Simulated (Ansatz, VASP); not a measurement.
## GaN: VASP beside Ansatz

```xyz
2
Lattice="0.0000 2.0712 2.1032 2.0712 0.0000 2.1032 2.0712 2.0712 0.0000" Properties=species:S:1:pos:R:3 pbc="T T T"
Ga    0.0000    0.0000    0.0000
N     2.0712    2.0712    2.1032
```

Change from the starting cell: strain -0.030 along x and y, -0.015 along z, atoms carried along.

Alike in both runs: task single point; functional PBE; k mesh 14 × 14 × 14; occupations gaussian, width 0.05 eV; no spin polarisation.

|  | VASP | Ansatz |
| --- | --- | --- |
| version | VASP 6.6.1 | Ansatz 0.2.0 |
| potentials or method | VASP PAW PBE potentials, release 64 (Ga_d, N) | scalar-relativistic, plane waves, PAW |
| plane-wave cutoff (eV) | 520 | 420 |
| valence electrons in the cell | 18 | 18 |

```csv
,VASP,Ansatz,Ansatz less VASP
gap on the k mesh at the Fermi level (eV),0.81,0.82,+0.011
least direct gap on the mesh (eV),3.24,3.23,-0.006
pressure (GPa),19.5,18.6,-0.91
largest component of the traceless stress (GPa),2.65,2.64,-0.007
```

The functional is the same, so the differences come from potentials, cutoffs and numerics.

Caveats: so large a pressure means that the cell lies far from this level's equilibrium, or that cutoff or potentials fall short (VASP). A k mesh can miss the band edges.
